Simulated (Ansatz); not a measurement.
# GaP: sound and stiffness along [100], [110] and [111]

The calculation used DFT LDA, scalar-relativistic, plane waves, PAW in Ansatz 0.2.0. Cutoff 420 eV, 6×6×6 k-points (Γ-centred), fixed occupations. No spin polarisation.

The cell is fixed (symmetry leaves no force on the atoms) and stands under 0.0 GPa:
Space group F-43m (No. 216). a = 5.392 Å, b = 5.392 Å, c = 5.392 Å, α = 90.00°, β = 90.00°, γ = 90.00°
```tsv
atom	site	symmetry	x	y	z
Ga	4a	-43m	0.0000	0.0000	0.0000
P	4d	-43m	0.2500	0.2500	0.7500
```

The cell is the ideal cubic zincblende prototype.

With ions relaxed, on the cubic axes: C11 = 142.8, C12 = 64.2, C44 = 71.0 GPa. The density is 4.267 g/cm³.

Question: Is the crystal stable against strain, and how anisotropic is it?

Answer: Born's conditions hold: C11 + 2C12 = 271.2, C11 − C12 = 78.6 and C44 = 71.0 GPa are all positive. B = (C11 + 2C12)/3 = 90.4 GPa. The two shear moduli are C44 and C′ = (C11 − C12)/2 = 39.3 GPa, so Zener's ratio is A = C44/C′ = 1.81: the tetragonal shear C′ is the soft one, as in many fcc and bcc metals and zincblende crystals. The Cauchy pressure C12 − C44 is -6.8 GPa; it would vanish for pair forces between atoms on inversion centres at zero pressure, and here it is small.

Question: Give the sound speeds along the three symmetry directions.

Answer: The Christoffel equation gives ρv² for each branch:
```tsv
direction	branch	ρv²	GPa	v (m/s)
[100]	L	C11	142.8	5785
[100]	T (×2)	C44	71.0	4078
[110]	L	(C11 + C12 + 2C44)/2	174.5	6394
[110]	T, u ∥ [001]	C44	71.0	4078
[110]	T, u ∥ [1-10]	(C11 − C12)/2	39.3	3035
[111]	L	(C11 + 2C12 + 4C44)/3	185.0	6584
[111]	T (×2)	(C11 − C12 + C44)/3	49.9	3418
```

In a piezoelectric crystal some branches stiffen further, which is left out.

Question: How does Young's modulus depend on direction?

Answer: Inverting gives S11 = 9.710, S12 = -3.011, S44 = 14.092 TPa⁻¹. Along a unit vector (l, m, n), 1/E = S11 − 2(S11 − S12 − S44/2)(l²m² + m²n² + n²l²), where the last bracket is 0, 1/4 and 1/3 for [100], [110] and [111]: E = 103, 146 and 169 GPa. With A > 1 the body diagonal is stiffest. For a film on (001), the biaxial modulus is C11 + C12 − 2C12²/C11 = 149 GPa and the normal strain is −2C12/C11 = -0.90 times the in-plane one.

Cost: 2 runs of about 1 core-minutes in all, on Oxide Virtual Turin-like Processor (Zen 5) (shared hosts).

GaP resists stretching most along its bonds: Young's modulus rises from 103 GPa along [100] to 169 GPa along [111], and the longitudinal wave is also fastest along [111]. The cause lies in the tetrahedral sp³ network. The tetragonal shear C′ changes bond angles but, to first order, no bond lengths, so it meets only the weaker bond-bending forces. The shear behind C44 also strains the bonds themselves, though the relative shift of the Ga and P sublattices relieves part of this. The slowest wave, along [110] with displacement along [1-10], samples C′ alone.

The small Cauchy pressure is no sign of central forces, since neither atom sits on an inversion centre. The better evidence is C′ itself: nearest-neighbour central forces alone would leave it at zero, so 39.3 GPa points to substantial directional, covalent bonding. The lattice constant is somewhat shorter than the measured one, as expected from LDA overbinding. Born's conditions cover only homogeneous strain and don't exclude a phonon instability at finite wavevector.
